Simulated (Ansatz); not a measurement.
Crystal: W.

```
CELL_PARAMETERS angstrom
-1.58234 1.58234 1.58234
1.58234 -1.58234 1.58234
1.58234 1.58234 -1.58234
ATOMIC_POSITIONS crystal
W 0.00000 0.00000 0.00000
```

Base run:

```yaml
Program: Ansatz 0.2.0
Functional: RPBE
Potentials_or_basis: Ansatz PAW
Cutoff: 420 eV
Density_cutoff: 1680 eV
k_mesh: 12 × 12 × 12
Occupations: gaussian, width 0.05 eV
Spin: no spin polarisation
```

Its results: band gap on the k mesh none (metal or under the smearing width); pressure 9.8 GPa.

Q: The run is repeated on the same cell with these changes: functional from RPBE to LDA. What comes out?

A: Band gap on the k mesh none (metal or under the smearing width); pressure -9.0 GPa.

LDA binds more tightly than RPBE, so the same cell stands under less pressure.

Caveats: the PAW data sets come from PBE, with cores solved anew for the run's functional, which leaves a small shift of forces and pressure; the potentials were made for another functional, which shifts forces and pressure (some runs).

Not every run made on this cell is shown here.
